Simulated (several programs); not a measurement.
## Many methods on one cell: K2S (antifluorite)

K2S (antifluorite), relaxed with r2SCAN in Ansatz, was computed with several methods. It is cubic, Fm-3m (No. 225); conventional cell a = 7.406 Å, 33.84 Å³ an atom. S is surrounded by 8 K at 3.21 Å; K is surrounded by 4 S at 3.21 Å. The values are computed, spin-unpolarised, and not measurements.

```cif
data_structure
_symmetry_space_group_name_H-M 'Fm-3m'
_symmetry_Int_Tables_number 225
_cell_length_a 7.4055
_cell_length_b 7.4055
_cell_length_c 7.4055
_cell_angle_alpha 90.000
_cell_angle_beta 90.000
_cell_angle_gamma 90.000
_cell_volume 406.13
loop_
_atom_site_label
_atom_site_type_symbol
_atom_site_symmetry_multiplicity
_atom_site_Wyckoff_symbol
_atom_site_fract_x
_atom_site_fract_y
_atom_site_fract_z
_atom_site_occupancy
S1 S 4 a 0.00000 0.00000 0.00000 1
K1 K 8 c 0.25000 0.75000 0.75000 1
```

Gaps and times are for a single point on this cell; volume and bulk modulus come from each method's own relaxation or energy curve at fixed shape. Times are rough, from shared hosts (Arm Neoverse V1; NVIDIA H100 80GB HBM3), and each method has its own mesh and cell size. A dagger marks a closed or tiny gap in a crystal that DFT finds insulating: a failure of the method or a wrong SCF state. A star marks a curve whose lowest point is an end point. PM6 (MOPAC), PM7 (MOPAC), GFN1-xTB (tblite), GFN2-xTB (tblite) treat a cluster of cells at its zone centre, which samples few k points: where these miss a band edge, the gap comes out too large for that reason alone. Gaps from k meshes are read at a limited set of points (mesh, symmetry points, PBE's band edges), so each method's own least gap may be somewhat smaller. xTB and the PM methods were fitted mostly to molecules, and can miss a solid's gap by electronvolts. Minimal bases can be far off for gaps. Times of the plane-wave ladder aren't listed, since it ran on unlike processors and cards. GLLB-SC's gap includes the derivative discontinuity. G0W0 is at finite bands, cutoff and mesh. d marks a direct gap, i an indirect one (no mark: not told apart), a dash a value that wasn't computed or didn't pass its checks.

| method | kind | gap (eV) | own volume (Å³/atom) | bulk modulus (GPa) | atoms computed | processor time |
| --- | --- | --- | --- | --- | --- | --- |
| light PBE (260 eV and a coarse mesh) | light plane-wave | 2.36 i | – | – | 3 | 0.76 s |
| PBE | semilocal | 2.38 i | 34.58 | 18 | 3 | – |
| GFN1-xTB (tblite) | tight binding | 0.00† | 30.62* | 20* | cluster | 5.1 s |
| r2SCAN | semilocal | 2.75 i | 33.84 | 20 | 3 | – |
| PM6 (MOPAC) | semi-empirical | 7.90 | – | – | cluster | 7.4 s |
| GFN2-xTB (tblite) | tight binding | 0.04† | – | – | cluster | 7.8 s |
| PM7 (MOPAC) | semi-empirical | 9.00 | – | – | cluster | 8.9 s |
| PBE/SZV (CP2K) | small basis | overlap 0.06† | – | – | 3 | 13 s |
| PBE/single zeta (GPAW) | small basis | 1.76 d | – | – | 3 | 24 s |
| G0W0@r2SCAN (180 eV screening cutoff) | many-body | 4.21 | – | – | 3 | – |
| GLLB-SC (GPAW) | model potential | 6.03 | – | – | 3 | 25 s |
| PBE/DZVP (CP2K) | small basis | 2.46 i | 34.73 | 19 | 3 | 31 s |
| G0W0@PBE (260 eV screening cutoff) | many-body | 4.00 | – | – | 3 | – |
| HSE06 | hybrid | 3.31 i | – | – | 3 | – |
| PBE0 | hybrid | 4.01 i | – | – | 3 | – |
| G0W0@HSE06 (180 eV screening cutoff) | many-body | 4.53 | – | – | 3 | – |
| G0W0@PBE0 (180 eV screening cutoff) | many-body | 4.79 | – | – | 3 | – |

Against HSE06 (3.31 eV) and with closed or daggered gaps left aside, the nearest gap at the points sampled is that of r2SCAN (-0.56 eV) and the farthest that of PM7 (MOPAC) (+5.69 eV). HSE06 is only a yardstick of convenience, and nearness to it can be luck.

Volumes against r2SCAN's: PBE +2.2 %, PBE/DZVP (CP2K) +2.6 %.
